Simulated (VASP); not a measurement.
Wanted: the native input for a VASP 6.6.1 run.

```
Task                   : relaxation of cell and atoms
Functional             : PBE
Potentials or basis    : VASP PAW PBE potentials, release 64 (Sr_sv)
Cutoff                 : 520 eV
k mesh                 : 12 × 12 × 6
Occupations            : gaussian, width 0.1 eV
Spin                   : no spin polarisation
Further INCAR settings : ALGO = Normal; EDIFF = 1e-07; IBRION = 2; POTIM = 0.3; EDIFFG = -0.005; NSW = 60; ISIF = 3
```

The structure of Sr lies in POSCAR:

```
Sr                                      
1.0
    4.2722776832      0.0000000000      0.0000000000
   -2.1361388416      3.6999010054      0.0000000000
   -0.0000000000      0.0000000000      7.0075974346
  Sr            
     2
Direct
     0.3333333300000021    0.6666666699999979    0.2500000000000000
     0.6666666699999979    0.3333333300000021    0.7500000000000000
```

This isn't the form of Sr at room conditions, which is fcc.

These files were run (other wordings do the same):

INCAR

```
SYSTEM = Sr
PREC     = Accurate       ! precision mode
ENCUT    = 520            ! plane-wave cutoff, eV
EDIFF    = 1E-7           ! SCF threshold, eV
ISMEAR   = 0              ! smearing method
SIGMA    = 0.1            ! smearing width, eV
LREAL    = .False.        ! projectors in reciprocal space
LASPH    = .True.         ! aspherical terms in the spheres
NELM     = 120            ! most SCF steps
ALGO     = Normal         ! electronic algorithm
ISIF     = 3              ! what is computed and relaxed
LWAVE    = .False.        ! write WAVECAR
LCHARG   = .False.        ! write CHGCAR
GGA      = PE             ! functional
IBRION   = 2              ! ionic algorithm
NSW      = 60             ! ionic steps
EDIFFG   = -0.005         ! ionic threshold
POTIM    = 0.3            ! step
```

KPOINTS

```
regular mesh
0
Gamma
  12 12 6
  0 0 0
```

Potentials or basis: VASP PAW PBE potentials, release 64 (Sr_sv).

Run with:

```bash
$ cat potpaw_PBE.64/Sr_sv/POTCAR > POTCAR
$ mpirun -np 1 vasp_std > vasp.out
```

Results of the run:

The relaxed volume is 55.35 Å³/atom. The relaxed cell is a = 4.269 Å, b = 4.269 Å, c = 7.013 Å, α = 90.00°, β = 90.00°, γ = 120.00°. The space group after relaxing (to 0.05 Å) is P6_3/mmc (No. 194). The energy gained by relaxing is 0.0 meV/atom and the ionic steps are 3. The pressure after relaxing is 0.0 GPa and the band gap on the k mesh is none (metal or under the smearing width).

Wall time 2.6 min on 1 thread of Intel(R) Xeon(R) Platinum 8559C (Emerald Rapids), with other jobs on the host, peak memory 0.29 GiB.
